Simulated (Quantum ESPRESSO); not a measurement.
# BAs (F-43m) in Quantum ESPRESSO: notebook, part 2 of 5

Quantum ESPRESSO 7.5.

## (3) Wannier functions, PBEsol, spin-orbit coupling, no magnetisation

The input, pw.in:

```
&CONTROL
  calculation = 'scf'
  prefix = 'pwscf'
  outdir = './tmp'
  pseudo_dir = './pseudo'
  tprnfor = .true.
  tstress = .true.
  disk_io = 'low'
/
&SYSTEM
  ibrav = 0
  nat = 2
  ntyp = 2
  ecutwfc = 84
  nbnd = 30
  occupations = 'smearing'
  smearing = 'fd'
  degauss = 0.00367493
  noncolin = .true.
  lspinorb = .true.
/
&ELECTRONS
  conv_thr = 4d-10
  electron_maxstep = 120
  mixing_beta = 0.5
/
ATOMIC_SPECIES
As    74.9216 As.upf
B     10.8100 B.upf
CELL_PARAMETERS angstrom
   0.0000000000    2.3885000000    2.3885000000
   2.3885000000    0.0000000000    2.3885000000
   2.3885000000    2.3885000000    0.0000000000
ATOMIC_POSITIONS crystal
As     0.7500000000    0.7500000000    0.7500000000
B      0.0000000000    0.0000000000    0.0000000000
K_POINTS automatic
8 8 8 0 0 0
```

The input, nscf.in:

```
&CONTROL
  calculation = 'nscf'
  prefix = 'pwscf'
  outdir = './tmp'
  pseudo_dir = './pseudo'
  disk_io = 'low'
/
&SYSTEM
  ibrav = 0
  nat = 2
  ntyp = 2
  ecutwfc = 84
  nbnd = 42
  occupations = 'smearing'
  smearing = 'fd'
  degauss = 0.00367493
  noncolin = .true.
  lspinorb = .true.
  nosym = .true.
  noinv = .true.
/
&ELECTRONS
  conv_thr = 1d-09
  electron_maxstep = 120
  mixing_beta = 0.5
  diago_full_acc = .true.
/
ATOMIC_SPECIES
As    74.9216 As.upf
B     10.8100 B.upf
CELL_PARAMETERS angstrom
   0.0000000000    2.3885000000    2.3885000000
   2.3885000000    0.0000000000    2.3885000000
   2.3885000000    2.3885000000    0.0000000000
ATOMIC_POSITIONS crystal
As     0.7500000000    0.7500000000    0.7500000000
B      0.0000000000    0.0000000000    0.0000000000
K_POINTS crystal
216
  0.00000000   0.00000000   0.00000000 4.62962963e-03
  0.00000000   0.00000000   0.16666667 4.62962963e-03
  0.00000000   0.00000000   0.33333333 4.62962963e-03
  0.00000000   0.00000000   0.50000000 4.62962963e-03
  0.00000000   0.00000000   0.66666667 4.62962963e-03
  0.00000000   0.00000000   0.83333333 4.62962963e-03
[... 208 lines left out ...]
  0.83333333   0.83333333   0.66666667 4.62962963e-03
  0.83333333   0.83333333   0.83333333 4.62962963e-03
```

The input, pw2wan.in:

```
&INPUTPP
  prefix = 'pwscf'
  outdir = './tmp'
  seedname = 'w'
  write_mmn = .true.
  write_amn = .true.
/
```

The input, bands.in:

```
&CONTROL
  calculation = 'bands'
  prefix = 'pwscf'
  outdir = './tmp'
  pseudo_dir = './pseudo'
  disk_io = 'low'
/
&SYSTEM
  ibrav = 0
  nat = 2
  ntyp = 2
  ecutwfc = 84
  nbnd = 42
  occupations = 'smearing'
  smearing = 'fd'
  degauss = 0.00367493
  noncolin = .true.
  lspinorb = .true.
/
&ELECTRONS
  conv_thr = 1d-08
  electron_maxstep = 120
  mixing_beta = 0.5
  diago_full_acc = .true.
/
ATOMIC_SPECIES
As    74.9216 As.upf
B     10.8100 B.upf
CELL_PARAMETERS angstrom
   0.0000000000    2.3885000000    2.3885000000
   2.3885000000    0.0000000000    2.3885000000
   2.3885000000    2.3885000000    0.0000000000
ATOMIC_POSITIONS crystal
As     0.7500000000    0.7500000000    0.7500000000
B      0.0000000000    0.0000000000    0.0000000000
K_POINTS crystal
77
  0.00000000   0.00000000   0.00000000 1
  0.04166700   0.00000000   0.04166700 1
  0.08333300   0.00000000   0.08333300 1
  0.12500000   0.00000000   0.12500000 1
  0.16666700   0.00000000   0.16666700 1
  0.20833300   0.00000000   0.20833300 1
[... 69 lines left out ...]
  0.53125000   0.06250000   0.53125000 1
  0.50000000   0.00000000   0.50000000 1
```

The input, w.win:

```
num_wann = 16
num_bands = 32
guiding_centres = true
dis_froz_max = 14.37
dis_num_iter = 600
dis_mix_ratio = 0.5
dis_conv_tol = 1.0d-9
num_iter = 400
conv_tol = 1.0d-9
conv_window = 4
num_print_cycles = 40
fermi_energy = 11.8489
bands_plot = true
write_hr = true
mp_grid = 6 6 6
spinors = true
exclude_bands = 1-10
begin projections
As: s;p
B: s;p
end projections
begin unit_cell_cart
ang
  0.0000000000   2.3885000000   2.3885000000
  2.3885000000   0.0000000000   2.3885000000
  2.3885000000   2.3885000000   0.0000000000
end unit_cell_cart
begin atoms_frac
As   0.7500000000   0.7500000000   0.7500000000
B    0.0000000000   0.0000000000   0.0000000000
end atoms_frac
begin kpoint_path
G   0.0000000000   0.0000000000   0.0000000000  X   0.5000000000   0.0000000000   0.5000000000
X   0.5000000000   0.0000000000   0.5000000000  W   0.5000000000   0.2500000000   0.7500000000
W   0.5000000000   0.2500000000   0.7500000000  K   0.3750000000   0.3750000000   0.7500000000
K   0.3750000000   0.3750000000   0.7500000000  G   0.0000000000   0.0000000000   0.0000000000
G   0.0000000000   0.0000000000   0.0000000000  L   0.5000000000   0.5000000000   0.5000000000
L   0.5000000000   0.5000000000   0.5000000000  U   0.6250000000   0.2500000000   0.6250000000
U   0.6250000000   0.2500000000   0.6250000000  W   0.5000000000   0.2500000000   0.7500000000
W   0.5000000000   0.2500000000   0.7500000000  L   0.5000000000   0.5000000000   0.5000000000
L   0.5000000000   0.5000000000   0.5000000000  K   0.3750000000   0.3750000000   0.7500000000
U   0.6250000000   0.2500000000   0.6250000000  X   0.5000000000   0.0000000000   0.5000000000
end kpoint_path
bands_num_points = 12
begin kpoints
  0.00000000   0.00000000   0.00000000
  0.00000000   0.00000000   0.16666667
  0.00000000   0.00000000   0.33333333
  0.00000000   0.00000000   0.50000000
  0.00000000   0.00000000   0.66666667
  0.00000000   0.00000000   0.83333333
[... 208 lines left out ...]
  0.83333333   0.83333333   0.66666667
  0.83333333   0.83333333   0.83333333
end kpoints
```

Potentials or basis: PseudoDojo 0.4 FR PBEsol standard.

Command:

```console
OMP_NUM_THREADS=1 pw.x -in pw.in > pw.out
OMP_NUM_THREADS=1 pw.x -in nscf.in > nscf.out
wannier90.x -pp w
OMP_NUM_THREADS=1 pw2wannier90.x -in pw2wan.in > pw2wan.out
wannier90.x w
OMP_NUM_THREADS=1 pw.x -in bands.in > bands.out
```

pw.out:

```text
This program is part of the open-source Quantum ESPRESSO suite
     for quantum simulation of materials; please cite
         "P. Giannozzi et al., J. Phys.:Condens. Matter 21 395502 (2009);
         "P. Giannozzi et al., J. Phys.:Condens. Matter 29 465901 (2017);
         "P. Giannozzi et al., J. Chem. Phys. 152 154105 (2020);
     in publications or presentations arising from this work. More details at

     Message from routine setup:
     using ibrav=0 with symmetry is DISCOURAGED, use correct ibrav instead

     G-vector sticks info
     --------------------
     sticks:   dense  smooth     PW     G-vecs:    dense   smooth      PW
     Sum         955     955    283                19195    19195    3143

     Using Slab Decomposition

     bravais-lattice index     =            0
     lattice parameter (alat)  =       6.3832  a.u.
     unit-cell volume          =     183.9087 (a.u.)^3
     number of atoms/cell      =            2
     number of atomic types    =            2
     number of electrons       =        18.00
     number of Kohn-Sham states=           30
     kinetic-energy cutoff     =      84.0000  Ry
     charge density cutoff     =     336.0000  Ry
     scf convergence threshold =      4.0E-10
     mixing beta               =       0.5000
     number of iterations used =            8  plain     mixing
     Exchange-correlation= PBESOL
                           (   1   4  10   8   0   0   0)
     Non magnetic calculation with spin-orbit

     celldm(1)=   6.383210  celldm(2)=   0.000000  celldm(3)=   0.000000
     celldm(4)=   0.000000  celldm(5)=   0.000000  celldm(6)=   0.000000

     crystal axes: (cart. coord. in units of alat)
               a(1) = (   0.000000   0.707107   0.707107 )
               a(2) = (   0.707107   0.000000   0.707107 )
               a(3) = (   0.707107   0.707107   0.000000 )

     reciprocal axes: (cart. coord. in units 2 pi/alat)
               b(1) = ( -0.707107  0.707107  0.707107 )
               b(2) = (  0.707107 -0.707107  0.707107 )
               b(3) = (  0.707107  0.707107 -0.707107 )

     PseudoPot. # 1 for As read from file:
     As.upf
     Pseudo is Norm-conserving + core correction, Zval = 15.0
     Generated using ONCVPSP code by D. R. Hamann
     Using radial grid of 1358 points, 10 beta functions with:
                l(1) =   0
                l(2) =   0
                l(3) =   1
                l(4) =   1
                l(5) =   1
                l(6) =   1
                l(7) =   2
                l(8) =   2
                l(9) =   2
               l(10) =   2

     PseudoPot. # 2 for B  read from file:
     B.upf
     Pseudo is Norm-conserving + core correction, Zval =  3.0
     Generated using ONCVPSP code by D. R. Hamann
     Using radial grid of 1534 points,  6 beta functions with:
                l(1) =   0
                l(2) =   0
                l(3) =   1
                l(4) =   1
                l(5) =   1
                l(6) =   1

     atomic species   valence    mass     pseudopotential
     As               15.00    74.92160     As( 1.00)
     B                 3.00    10.81000     B ( 1.00)

     24 Sym. Ops. (no inversion) found

   Cartesian axes

     site n.     atom                  positions (alat units)
         1        As     tau(   1) = (   1.0606602   1.0606602   1.0606602  )
         2        B      tau(   2) = (   0.0000000   0.0000000   0.0000000  )

     number of k points=    29  Fermi-Dirac smearing, width (Ry)=  0.0037
                       cart. coord. in units 2pi/alat
        k(    1) = (   0.0000000   0.0000000   0.0000000), wk =   0.0019531
        k(    2) = (   0.0883883   0.0883883  -0.0883883), wk =   0.0156250
        k(    3) = (   0.1767767   0.1767767  -0.1767767), wk =   0.0156250
        k(    4) = (   0.2651650   0.2651650  -0.2651650), wk =   0.0156250
        k(    5) = (  -0.3535534  -0.3535534   0.3535534), wk =   0.0078125
        k(    6) = (   0.1767767   0.0000000   0.0000000), wk =   0.0117188
[... 21 lines left out ...]
        k(   28) = (  -0.7071068   0.1767767  -0.0000000), wk =   0.0234375
        k(   29) = (  -0.7071068   0.3535534   0.0000000), wk =   0.0117188

     Dense  grid:    19195 G-vectors     FFT dimensions: (  40,  40,  40)

     Initial potential from superposition of free atoms

     starting charge      17.9995, renormalised to      18.0000
     Starting wfcs are   26 randomized atomic wfcs +    4 random wfcs

     Self-consistent Calculation

     iteration #  1     ecut=    84.00 Ry     beta= 0.50
     Davidson diagonalization with overlap
     ethr =  1.00E-02,  avg # of iterations =  5.4

     Threshold (ethr) on eigenvalues was too large:
     Diagonalizing with lowered threshold

     Davidson diagonalization with overlap
     ethr =  8.08E-04,  avg # of iterations =  1.1

     total energy              =    -217.67909004 Ry
     estimated scf accuracy    <       0.14664331 Ry

     iteration #  2     ecut=    84.00 Ry     beta= 0.50
     Davidson diagonalization with overlap
     ethr =  8.15E-04,  avg # of iterations =  2.3
[... 43 lines left out ...]
     total energy              =    -217.70624073 Ry
     estimated scf accuracy    <          6.5E-10 Ry

     iteration #  9     ecut=    84.00 Ry     beta= 0.50
     Davidson diagonalization with overlap
     ethr =  3.62E-12,  avg # of iterations =  2.3

     End of self-consistent calculation

          k = 0.0000 0.0000 0.0000 (  2421 PWs)   bands (ev):

   -25.0466 -25.0466 -25.0466 -25.0466 -24.3282 -24.3282 -24.3152 -24.3152
   -24.3152 -24.3152  -4.1752  -4.1752  11.1144  11.1144  11.3268  11.3268
    11.3268  11.3268  14.3752  14.3752  14.5880  14.5880  14.5880  14.5880
    15.9351  15.9351  20.6283  20.6283  24.3923  24.3924

          k = 0.0884 0.0884-0.0884 (  2385 PWs)   bands (ev):

   -25.0466 -25.0461 -25.0456 -25.0456 -24.3272 -24.3272 -24.3155 -24.3155
   -24.3145 -24.3139  -3.9188  -3.9188   9.2764   9.2764  10.7510  10.7510
    10.8863  10.8881  14.6145  14.6145  15.0343  15.0343  15.1658  15.1683
    17.2148  17.2148  21.5880  21.5881  22.9353  22.9398
[... 120 lines left out ...]
          k = 0.0000-0.5303 0.5303 (  2382 PWs)   bands (ev):

   -25.0430 -25.0430 -25.0409 -25.0392 -24.3220 -24.3200 -24.3131 -24.3116
   -24.3101 -24.3085  -0.0309  -0.0303   3.0945   3.1596   5.2070   5.3054
     7.7586   7.7612  13.2131  13.2244  16.7359  16.7716  20.4575  20.4750
    20.9543  21.0278  21.8185  21.8467  24.7313  24.7460

          k =-0.7071 0.0000 0.0000 (  2402 PWs)   bands (ev):

   -25.0434 -25.0434 -25.0396 -25.0396 -24.3224 -24.3224 -24.3126 -24.3126
   -24.3073 -24.3073   0.0074   0.0074   2.7394   2.7394   7.0959   7.0959
     7.2289   7.2289  12.5876  12.5876  12.6237  12.6237  22.5520  22.5520
    22.7072  22.7072  24.0732  24.0732  28.3956  28.3956

          k = 0.3536 0.1768 0.0000 (  2391 PWs)   bands (ev):

   -25.0453 -25.0443 -25.0428 -25.0420 -24.3240 -24.3231 -24.3149 -24.3147
   -24.3111 -24.3107  -2.5197  -2.5189   6.0190   6.0832   7.4667   7.5677
     9.1928   9.2671  14.4231  14.4605  16.4320  16.5038  17.1022  17.1749
    18.3625  18.5076  21.9943  22.0076  24.4984  24.5765
[... 29 lines left out ...]
          k = 0.0000-0.3536 0.5303 (  2387 PWs)   bands (ev):

   -25.0437 -25.0422 -25.0418 -25.0394 -24.3220 -24.3193 -24.3133 -24.3132
   -24.3099 -24.3095  -0.4875  -0.4854   3.5606   3.6352   5.3543   5.4640
     7.5907   7.6503  15.1559  15.1884  17.4115  17.5152  17.8935  17.9044
    20.3750  20.5215  21.4982  21.5579  24.4657  24.4778

          k =-0.7071 0.1768-0.0000 (  2386 PWs)   bands (ev):

   -25.0435 -25.0426 -25.0403 -25.0394 -24.3225 -24.3205 -24.3129 -24.3118
   -24.3091 -24.3080   0.0860   0.0862   2.9271   2.9676   6.3407   6.4391
     6.5402   6.5581  14.0612  14.1064  14.1700  14.1757  20.8757  20.9929
    21.2183  21.2319  23.6338  23.6432  26.9512  27.2014

          k =-0.7071 0.3536 0.0000 (  2400 PWs)   bands (ev):

   -25.0434 -25.0417 -25.0413 -25.0394 -24.3221 -24.3186 -24.3120 -24.3119
   -24.3104 -24.3098   0.1701   0.1704   3.1832   3.2620   5.6453   5.7874
     6.0199   6.0368  16.4575  16.4649  17.1808  17.1830  17.9159  17.9467
    18.2515  18.3619  23.5604  23.5672  26.6151  26.8774

     the Fermi energy is    11.8214 ev

!    total energy              =    -217.70624073 Ry
     estimated scf accuracy    <          3.0E-11 Ry
     smearing contrib. (-TS)   =      -0.00000003 Ry
     internal energy E=F+TS    =    -217.70624070 Ry

     The total energy is F=E-TS. E is the sum of the following terms:
     one-electron contribution =    -102.30103883 Ry
     hartree contribution      =      60.92400031 Ry
     xc contribution           =     -49.48707943 Ry
     ewald contribution        =    -126.84212275 Ry

     convergence has been achieved in   9 iterations

     Forces acting on atoms (cartesian axes, Ry/au):

     atom    1 type  1   force =     0.00000000    0.00000000    0.00000000
     atom    2 type  2   force =     0.00000000   -0.00000000    0.00000000

     Total force =     0.000000     Total SCF correction =     0.000000

     Computing stress (Cartesian axis) and pressure

          total   stress  (Ry/bohr**3)                   (kbar)     P=       -6.42
  -0.00004361  -0.00000000   0.00000000           -6.42       -0.00        0.00
  -0.00000000  -0.00004361   0.00000000           -0.00       -6.42        0.00
   0.00000000  -0.00000000  -0.00004361            0.00       -0.00       -6.42

=------------------------------------------------------------------------------=
   JOB DONE.
=------------------------------------------------------------------------------=
```

It took 17 min on 1 thread of Arm Neoverse V2, shared host; peak memory 0.7 GiB.

Results:

- Free energy: -2962.0443 eV
- Pressure: -0.6 GPa
- Band gap on the k mesh: 1.04 eV, indirect (least direct gap 3.05 eV)
- Band gap along the path: 1.03 eV, indirect (least direct gap 3.05 eV)
- Total Wannier spread: 23.53 Å² over 16 functions
- RMS miss of the Wannier bands: 0.018 eV

Levels at the corners of the path, in eV from the valence-band top:
```csv
point,band 15,band 16,band 17,band 18,band 19,band 20,band 21,band 22
Γ,0.00,0.00,0.00,0.00,3.05,3.05,3.26,3.26
X,-4.23,-4.23,-4.10,-4.10,1.26,1.26,1.30,1.30
W,-5.68,-5.54,-5.31,-5.29,5.13,5.14,5.85,5.86
K,-6.12,-6.02,-3.57,-3.57,1.89,1.90,5.41,5.44
Γ,0.00,0.00,0.00,0.00,3.05,3.05,3.26,3.26
L,-1.97,-1.97,-1.82,-1.82,2.59,2.59,4.64,4.64
U,-6.12,-6.02,-3.57,-3.57,1.89,1.90,5.41,5.44
W,-5.68,-5.54,-5.31,-5.29,5.13,5.14,5.85,5.86
L,-1.97,-1.97,-1.82,-1.82,2.59,2.59,4.64,4.64
K,-6.12,-6.02,-3.57,-3.57,1.89,1.90,5.41,5.44
U,-6.12,-6.02,-3.57,-3.57,1.89,1.90,5.41,5.44
X,-4.23,-4.23,-4.10,-4.10,1.26,1.26,1.30,1.30
```

Wannier functions:
| function | nearest atom | distance (Å) | spread (Å²) | on-site energy from the reference level (eV) |
| --- | --- | --- | --- | --- |
| 1 | 1 As | 0.00 | 1.18 | -8.77 |
| 2 | 1 As | 0.00 | 1.18 | -8.77 |
| 3 | 1 As | 0.00 | 1.69 | 1.64 |
| 4 | 1 As | 0.00 | 1.69 | 1.64 |
| 5 | 1 As | 0.00 | 1.69 | 1.64 |
| 6 | 1 As | 0.00 | 1.69 | 1.64 |
| 7 | 1 As | 0.00 | 1.69 | 1.64 |
| 8 | 1 As | 0.00 | 1.69 | 1.64 |
| 9 | 2 B | 0.00 | 1.28 | -5.22 |
| 10 | 2 B | 0.00 | 1.28 | -5.22 |
| 11 | 2 B | 0.00 | 1.41 | 1.27 |
| 12 | 2 B | 0.00 | 1.41 | 1.27 |
| 13 | 2 B | 0.00 | 1.41 | 1.27 |
| 14 | 2 B | 0.00 | 1.41 | 1.27 |
| 15 | 2 B | 0.00 | 1.41 | 1.27 |
| 16 | 2 B | 0.00 | 1.41 | 1.27 |

Parts of the spread (Å²): invariant 15.09, diagonal 0.063, off-diagonal 8.38, total 23.53. Against the direct bands the interpolation misses by 18 meV (root mean square) and 120 meV at most, for states up to 1 eV over the reference level.

[end of part 2 of 5]
